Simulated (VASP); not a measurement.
# Pb (Im-3m) in VASP: further runs

One crystal, Pb, is run at these levels: revTPSS, r2SCAN+D4, r2SCAN; tasks: relaxation of cell and atoms, relaxation of the atoms, single point.

Everything below comes from runs of VASP 6.6.1. Logs are shortened: lines on timing, memory, paths and dates and some standing lists are left out, and cuts for length are marked.

## Step 1: The structure

It takes space group Im-3m (No. 229, cubic). The conventional cell has a = 3.959 Å, b = 3.959 Å, c = 3.959 Å, α = 90.00°, β = 90.00°, γ = 90.00°. Pb (site symmetry m-3m) is surrounded by 8 Pb at 3.43 Å.

This isn't the form of Pb at room conditions, which is fcc.

## Step 2: Relaxation of cell and atoms, revTPSS

The input, INCAR:

```
SYSTEM = Pb
PREC = Accurate
ENCUT = 600
EDIFF = 1E-6
ISMEAR = 1
SIGMA = 0.1
LREAL = .FALSE.
LASPH = .TRUE.
NELM = 100
ALGO = Normal
ISIF = 3
LWAVE = .FALSE.
LCHARG = .FALSE.
METAGGA = RTPSS
LMIXTAU = .TRUE.
IBRION = 2
NSW = 60
EDIFFG = -0.02
```

The input, KPOINTS:

```
Automatic mesh
0
G
  9 9 9
  0 0 0
```

The input, POSCAR:

```
Pb
1.0
   -1.9796595667      1.9796595667      1.9796595667
    1.9796595667     -1.9796595667      1.9796595667
    1.9796595667      1.9796595667     -1.9796595667
Pb
1
Direct
    0.0000000000      0.0000000000      0.0000000000
```

Potentials or basis: VASP PAW PBE potentials, release 64 (Pb_d).

Launch:

```
$ cat potpaw_PBE.64/Pb_d/POTCAR > POTCAR
$ mpirun -np 1 vasp_std > vasp.out
```

OUTCAR:

```text
SYSTEM = Pb
   PREC = Accurate
   ENCUT = 600
   EDIFF = 1E-6
   ISMEAR = 1
   LREAL = .FALSE.
   LASPH = .TRUE.
   NELM = 100
   ISIF = 3
   METAGGA = RTPSS
   IBRION = 2
   NSW = 60
   EDIFFG = -0.02

 ion  position               nearest neighbor table
   1  0.000  0.000  0.000-

  LATTYP: Found a body centered cubic cell.
 ALAT       =     3.9593191334

  Lattice vectors:

 A1 = (  -1.9796595667,   1.9796595667,   1.9796595667)
 A2 = (   1.9796595667,  -1.9796595667,   1.9796595667)
 A3 = (   1.9796595667,   1.9796595667,  -1.9796595667)

Analysis of symmetry for initial positions (statically):
=====================================================================
 Subroutine PRICEL returns:
 Original cell was already a primitive cell.

 Routine SETGRP: Setting up the symmetry group for a
 body centered cubic supercell.

 Subroutine GETGRP returns: Found 48 space group operations
 (whereof 48 operations were pure point group operations)
 out of a pool of 48 trial point group operations.

The static configuration has the point symmetry O_h .

Analysis of symmetry for dynamics (positions and initial velocities):
=====================================================================
 Subroutine PRICEL returns:
 Original cell was already a primitive cell.

 Routine SETGRP: Setting up the symmetry group for a
 body centered cubic supercell.

 Subroutine GETGRP returns: Found 48 space group operations
 (whereof 48 operations were pure point group operations)
 out of a pool of 48 trial point group operations.

The dynamic configuration has the point symmetry O_h .

 Subroutine INISYM returns: Found 48 space group operations
 (whereof 48 operations are pure point group operations),
 and found     1 'primitive' translations

----------------------------------------------------------------------------------------

                                     Primitive cell

  volume of cell :      31.0336

  direct lattice vectors                    reciprocal lattice vectors
    -1.979659567  1.979659567  1.979659567     0.000000000  0.252568678  0.252568678
     1.979659567 -1.979659567  1.979659567     0.252568678  0.000000000  0.252568678
     1.979659567  1.979659567 -1.979659567     0.252568678  0.252568678  0.000000000

  length of vectors
     3.428870951  3.428870951  3.428870951     0.357186050  0.357186050  0.357186050

  position of ions in fractional coordinates (direct lattice)
     0.000000000  0.000000000  0.000000000

  ion indices of the primitive-cell ions
   primitive index   ion index
                 1           1

----------------------------------------------------------------------------------------

 KPOINTS: Automatic mesh

Automatic generation of k-mesh.
 Grid dimensions read from file:
 generate k-points for:    9    9    9

 Generating k-lattice:

  Cartesian coordinates                     Fractional coordinates (reciprocal lattice)
     0.000000000  0.028063186  0.028063186     0.111111111  0.000000000  0.000000000
     0.028063186  0.000000000  0.028063186     0.000000000  0.111111111  0.000000000
     0.028063186  0.028063186  0.000000000     0.000000000  0.000000000  0.111111111

  Length of vectors
     0.039687339  0.039687339  0.039687339

  Shift w.r.t. Gamma in fractional coordinates (k-lattice)
     0.000000000  0.000000000  0.000000000

 Subroutine IBZKPT returns following result:
 ===========================================

 Found     35 irreducible k-points:

 Following reciprocal coordinates:
            Coordinates               Weight
  0.000000  0.000000  0.000000      1.000000
  0.111111  0.000000  0.000000     12.000000
  0.222222  0.000000  0.000000     12.000000
  0.333333  0.000000  0.000000     12.000000
  0.444444  0.000000  0.000000     12.000000
  0.111111  0.111111  0.000000     24.000000
[... 16 lines left out ...]
 -0.333333  0.444444  0.111111     48.000000
 -0.444444 -0.444444  0.111111     24.000000
 [... further k-points ...]
   k-points           NKPTS =     35   k-points in BZ     NKDIM =     35   number of bands    NBANDS=     11
   number of dos      NEDOS =    301   number of ions     NIONS =      1
   total plane-waves  NPLWV =  21952
   dimension x,y,z NGX =    28 NGY =   28 NGZ =   28
   dimension x,y,z NGXF=    56 NGYF=   56 NGZF=   56
   ions per type =               1
   NGX,Y,Z   is equivalent  to a cutoff of  13.58, 13.58, 13.58 a.u.
   NGXF,Y,Z  is equivalent  to a cutoff of  27.15, 27.15, 27.15 a.u.
 SYSTEM =  Pb
   PREC   = accura    normal or accurate (medium, high low for compatibility)
   ISTART =      0    job   : 0-new  1-cont  2-samecut
   ICHARG =      2    charge: 1-file 2-atom 10-const
   ISPIN  =      1    spin polarized calculation?
   LNONCOLLINEAR =      F non collinear calculations
   LSORBIT =      F    spin-orbit coupling
   LASPH  =      T    aspherical Exc in radial PAW
   ENCUT  =  600.0 eV  44.10 Ry    6.64 a.u.   6.85  6.85  6.85*2*pi/ulx,y,z
   NELM   =    100;   NELMIN=  2; NELMDL= -5     # of ELM steps
   EDIFF  = 0.1E-05   stopping-criterion for ELM
   LREAL  =      F    real-space projection
   EDIFFG = -.2E-01   stopping-criterion for IOM
   NSW    =     60    number of steps for IOM
   IBRION =      2    ionic relax: 0-MD 1-quasi-New 2-CG
   NFREE  =      1    steps in history (QN), initial steepest desc. (CG)
   ISIF   =      3    stress and relaxation
   ISYM   =      2    0-nonsym 1-usesym 2-fastsym
   POTIM  = 0.5000    time-step for ionic-motion
   TEBEG  =    0.0;   TEEND  =   0.0 temperature during run
   PSTRESS=    0.0 pullay stress
   NELECT =      14.0000    total number of electrons
   NUPDOWN=      -1.0000    fix difference up-down
   EMIN   =  10.00;   EMAX   =-10.00  energy-range for DOS
   EFERMI =   0.00;   METHOD = LEGACY
   ISMEAR =     1;   SIGMA  =   0.10  broadening in eV -4-tet -1-fermi 0-gaus
   EFERMI_NEDOS =   21; number of points for ismear=-14 and -15
   IALGO  =     38    algorithm
   IMIX   =      4    mixing-type and parameters
     AMIX     =   0.40;   BMIX     =  1.00
     AMIX_MAG =   1.60;   BMIX_MAG =  1.00
  volume/ion in A,a.u.               =      31.03       209.42
  Fermi-wavevector in a.u.,A,eV,Ry     =   1.255568  2.372680 21.448927  1.576452
  Thomas-Fermi vector in A             =   2.389319
   LORBIT       =      0    0 simple, 1 ext, 2 COOP (PROOUT), +10 PAW based schemes
   METAGGA = RTPSS    functional components
   LHFCALC =     F    Hartree Fock is set to
   AEXX    =    0.0000 exact exchange contribution
   IVDW    =     0    specifies the selected vdW correction
   LEPSILON=     F    determine dielectric tensor
   LRPA    =     F    only Hartree local field effects (RPA)
 conjugate gradient relaxation of ions
 non-spin polarized calculation
 Methfessel and Paxton  Order N= 1 SIGMA  =   0.10
  energy-cutoff  :      600.00
  volume of cell :       31.03
 maximum number of plane-waves:      1055
   NGX = 13   NGY = 13   NGZ = 13

--------------------------------------- Ionic step        1  -------------------------------------------

 number of electron      14.0000002 magnetization

 Free energy of the ion-electron system (eV)
  ---------------------------------------------------
  ext. energy  EPLUGINS =         0.00000000
  ---------------------------------------------------
  free energy    TOTEN  =        40.16819856 eV

  energy without entropy =       40.16676239  energy(sigma->0) =       40.16771984

------------------------ aborting loop because EDIFF is reached ----------------------------------------

  FORCE on cell =-STRESS in cart. coord.  units (eV):
  Direction    XX          YY          ZZ          XY          YZ          ZX
  --------------------------------------------------------------------------------------
  -------------------------------------------------------------------------------------
  Total       -0.3427438     -0.3427438     -0.3427438     -0.0000000      0.0000000      0.0000000
  in kB      -17.6949219    -17.6949219    -17.6949219     -0.0000000      0.0000000      0.0000000
  external PRESSURE =     -17.6949219 kB  Pullay stress =       0.0000000 kB
[... 55 lines left out ...]
  energy  without entropy=       40.1610137311  energy(sigma->0) =       40.16178172

--------------------------------------- Ionic step        3  -------------------------------------------

 number of electron      14.0000003 magnetization

 Free energy of the ion-electron system (eV)
  ---------------------------------------------------
  ext. energy  EPLUGINS =         0.00000000
  ---------------------------------------------------
  free energy    TOTEN  =        40.16147318 eV

  energy without entropy =       40.16023309  energy(sigma->0) =       40.16105982

 E-fermi :   7.4361     XC(G=0): -10.5473

 val. band max:        7.3039866906   @ k =  -0.3333   0.3333   0.3333
 cond. band min:       7.5085608277   @ k =   0.2222   0.2222   0.1111
 fundamental gap:      0.2045741372
 Fermi energy:         7.4361162010

 k-point     1 :       0.0000    0.0000    0.0000
  band No.  band energies     occupation
      1      -9.8973      2.00000
      2      -9.8973      2.00000
      3      -9.8973      2.00000
      4      -9.6432      2.00000
      5      -9.6432      2.00000
      6      -4.5335      2.00000
      7      15.3049      0.00000
      8      15.3049      0.00000
      9      15.3049      0.00000
     10      18.5642      0.00000
     11      18.5642      0.00000
[... 309 lines left out ...]
 k-point    24 :      -0.4444   -0.4444    0.1111
  band No.  band energies     occupation
      1      -9.8968      2.00000
      2      -9.8400      2.00000
      3      -9.7307      2.00000
      4      -9.6645      2.00000
      5      -9.5172      2.00000
      6       0.0055      2.00000
      7       4.0079      2.00000
      8       8.0714     -0.00000
      9      12.1159      0.00000
     10      16.3057      0.00000
     11      17.8008      0.00000

 [... further k-points ...]
[... 5 lines left out ...]
  --------------------------------------------------------------------------------------
  -------------------------------------------------------------------------------------
  Total        0.0049388      0.0049388      0.0049388     -0.0000000      0.0000000     -0.0000000
  in kB        0.2649317      0.2649317      0.2649317     -0.0000000      0.0000000     -0.0000000
  external PRESSURE =       0.2649317 kB  Pullay stress =       0.0000000 kB
[... 16 lines left out ...]
  FREE ENERGIE OF THE ION-ELECTRON SYSTEM (eV)
  ---------------------------------------------------
  free  energy   TOTEN  =        40.1614731766 eV

  energy  without entropy=       40.1602330937  energy(sigma->0) =       40.16105982

 reached required accuracy - stopping structural energy minimisation
```

Run time: 67 s. Hardware: 1 thread of Intel Xeon 6975P-C (Granite Rapids), shared host; peak memory 0.17 GiB.

Results:

- Free energy: 40.1615 eV
- Relaxed volume: 29.87 Å³/atom
- Relaxed cell: a = 3.385 Å, b = 3.385 Å, c = 3.385 Å, α = 109.47°, β = 109.47°, γ = 109.47°
- Space group after relaxing (to 0.05 Å): Im-3m (No. 229)
- Energy gained by relaxing: 6.7 meV/atom
- Ionic steps: 3
- Pressure after relaxing: 0.0 GPa
- Band gap on the k mesh: none (metal or under the smearing width)

The path:
```tsv
step	energy change (eV)	largest force (eV/Å)	pressure (GPa)	volume (Å³)
1	0.0000	0.0000	-1.77	31.03
2	-0.0060	0.0000	0.62	29.52
3	-0.0067	0.0000	0.03	29.87
```

Final structure:
```xyz
1
Lattice="-1.9546 1.9546 1.9546 1.9546 -1.9546 1.9546 1.9546 1.9546 -1.9546" Properties=species:S:1:pos:R:3 pbc="T T T"
Pb    0.0000    0.0000    0.0000
```

Levels at points of the mesh, in eV from the Fermi level:
```tsv
k point	band 5	band 6	band 7	band 8	band 9	band 10
(0.00, 0.00, 0.00)	-17.08	-11.97	7.87	7.87	7.87	11.13
```

Caveat: the PAW data sets were made with another functional, which shifts forces and pressure a little. Spin-orbit coupling is left out, which matters for the levels of Pb.

## Step 3: Relaxation of cell and atoms, r2SCAN+D4

The input, INCAR:

```
PREC = Accurate
ENCUT = 600
EDIFF = 1E-7
ISMEAR = 1
SIGMA = 0.1
LREAL = False
LASPH = True
NELM = 60
ALGO = Normal
ISIF = 3
LWAVE = False
LCHARG = False
METAGGA = R2SCAN
LMIXTAU = True
IVDW = 13
VDW_S6 = 1.0
VDW_S8 = 0.6018749
VDW_A1 = 0.51559235
VDW_A2 = 5.77342911
IBRION = 2
NSW = 40
EDIFFG = -0.01
```

The input, KPOINTS:

```
Automatic mesh
0
Gamma
  9 9 9
```

POSCAR is that of step 2.

Potentials or basis: VASP PAW PBE potentials, release 64 (Pb_d).

Launch:

```
$ cat potpaw_PBE.64/Pb_d/POTCAR > POTCAR
$ mpirun -np 1 vasp_std > vasp.out
```

Wall time 75 s (1 thread of Intel Xeon 6975P-C (Granite Rapids), shared host); peak memory 0.18 GiB.

Results (log left out):

- Free energy: -56.3581 eV
- Relaxed volume: 30.28 Å³/atom
- Relaxed cell: a = 3.401 Å, b = 3.401 Å, c = 3.401 Å, α = 109.47°, β = 109.47°, γ = 109.47°
- Space group after relaxing (to 0.05 Å): Im-3m (No. 229)
- Energy gained by relaxing: 2.6 meV/atom
- Ionic steps: 3
- Pressure after relaxing: 0.0 GPa
- Band gap on the k mesh: none (metal or under the smearing width)
- Dispersion energy per atom: -0.137 eV

The path:
```csv
step,energy change (eV),largest force (eV/Å),pressure (GPa),volume (Å³)
1,0.0000,0.0000,-1.08,31.03
2,-0.0025,0.0000,0.30,30.10
3,-0.0026,0.0000,0.00,30.28
```

Final structure:
```cif
data_structure
_symmetry_space_group_name_H-M 'P 1'
_symmetry_Int_Tables_number 1
_cell_length_a 3.4011
_cell_length_b 3.4011
_cell_length_c 3.4011
_cell_angle_alpha 109.471
_cell_angle_beta 109.471
_cell_angle_gamma 109.471
_cell_volume 30.28
loop_
_atom_site_label
_atom_site_type_symbol
_atom_site_fract_x
_atom_site_fract_y
_atom_site_fract_z
_atom_site_occupancy
Pb1 Pb 0.00000 0.00000 0.00000 1
```

Levels at points of the mesh, in eV from the Fermi level:
| k point | band 5 | band 6 | band 7 | band 8 | band 9 | band 10 |
| --- | --- | --- | --- | --- | --- | --- |
| (0.00, 0.00, 0.00) | -17.68 | -12.45 | 7.82 | 7.82 | 7.82 | 11.75 |

Caveat: the PAW data sets were made with another functional, which shifts forces and pressure a little; pairwise dispersion overbinds metals, which lowers pressure and volume. The run has no spin-orbit coupling, so splittings on Pb are missing.

## Step 4: Relaxation of the atoms, r2SCAN (cell strained at random at fixed volume)

The input, run.py:

```python
from ase.calculators.vasp import Vasp
from ase.io import read

atoms = read('POSCAR')
calc = Vasp(
    directory='calc',
    xc='r2scan',
    pp='PBE',
    setups='recommended',
    prec='Accurate',
    encut=520,
    ediff=1e-07,
    ismear=1,
    sigma=0.1,
    lreal=False,
    lasph=True,
    nelm=100,
    algo='Normal',
    isif=2,
    lwave=False,
    lcharg=False,
    lmixtau=True,
    ibrion=2,
    nsw=40,
    ediffg=-0.01,
    kpts=[7, 7, 7],
    gamma=True,
)
atoms.calc = calc

print('energy (eV):', atoms.get_potential_energy())
print('free energy (eV):', atoms.get_potential_energy(force_consistent=True))
print('forces (eV/A):')
print(atoms.get_forces())
print('stress (eV/A^3, Voigt):', atoms.get_stress())
print('Fermi level (eV):', calc.get_fermi_level())
print('cell (A, degrees):', atoms.cell.cellpar())
print('volume (A^3):', atoms.get_volume())
print('scaled positions:')
print(atoms.get_scaled_positions())
```

The input, POSCAR:

```
Pb
1.0
   -1.9056620000      1.9943860000      1.8617870000
    2.0376240000     -2.0457410000      2.0451050000
    1.9026350000      2.0427140000     -1.9131430000
Pb
1
Direct
    0.0017640000     -0.0013490000     -0.0043750000
```

Launch:

```
$ python run.py
```

It took 2.3 min on 1 thread of Intel Xeon 6975P-C (Granite Rapids), shared host; peak memory 0.21 GiB.

It converged, with:

| Quantity | Value |
| --- | --- |
| Free energy | -56.2615 eV |
| Pressure after relaxing | -0.2 GPa |
| Band gap on the k mesh | none (metal or under the smearing width) |

Stress tensor (GPa, compression positive):
```
 0.59 -0.05 -1.23
-0.05 -0.49  0.07
-1.23  0.07 -0.73
```

Final structure:
```
Pb
1.0
    -1.90566    1.99439    1.86179
     2.03762   -2.04574    2.04510
     1.90264    2.04271   -1.91314
Pb
1
Direct
  0.00176 0.99865 0.99563
```

Levels at points of the mesh, in eV from the Fermi level:
```tsv
k point	band 4	band 5	band 6	band 7	band 8	band 9	band 10	band 11
(0.00, 0.00, 0.00)	-17.62	-17.60	-12.23	7.01	7.50	8.15	11.44	11.71
```

Caveat: the relaxation stopped at its first step, so nothing moved; the PAW data sets were made with another functional, which shifts forces and pressure a little. Spin-orbit coupling is left out, which matters for the levels of Pb.

(Continued in part 2 of 2.)
